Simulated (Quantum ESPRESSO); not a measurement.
Runs of Quantum ESPRESSO 7.5 on O. It takes space group C2/m (No. 12, monoclinic). Conventional cell: a = 5.703 Å, b = 3.325 Å, c = 4.363 Å, α = 90.00°, β = 123.29°, γ = 90.00°. Around O (site symmetry m) lie 1 O at 1.22 Å. 

```csv
task,level,potentials or basis,cell,cutoff (eV),symmetry,SCF threshold,form of the LDA correlation,gap on the mesh (eV),pressure (GPa),largest force (eV/Å)
band structure,r2SCAN,SG15 PBE 1.2,as given,1197,off,1e-08 Ry,-,none,-4.5,(a)
single point,PBEsol,GBRV 1.5 PBEsol,as given,612,-,4e-10 Ry,-,none,-3.0,0.39
single point,PBEsol,GBRV 1.5 PBEsol,"atoms moved at random, drawn with an rms of 0.05 Å",612,-,4e-10 Ry,-,none,-10.9,4.32
band structure,PBEsol,GBRV 1.5 PBEsol,as given,612,-,4e-10 Ry,-,none,-3.0,0.39
band structure,LDA,GBRV 1.5 LDA,as given,612,-,4e-10 Ry,PZ81,none,-5.5,0.83
```

Alike in all rows: no spin polarisation; k mesh 10 × 10 × 7; smearing fermi-dirac 0.05 eV.

Estimate the missing entries.

(a) 0.84.

Caveats: spin is off for a triplet molecule; the potentials were made for another functional, which shifts forces and pressure (some runs).

A gap of «none» marks a metal or a gap under the smearing width.
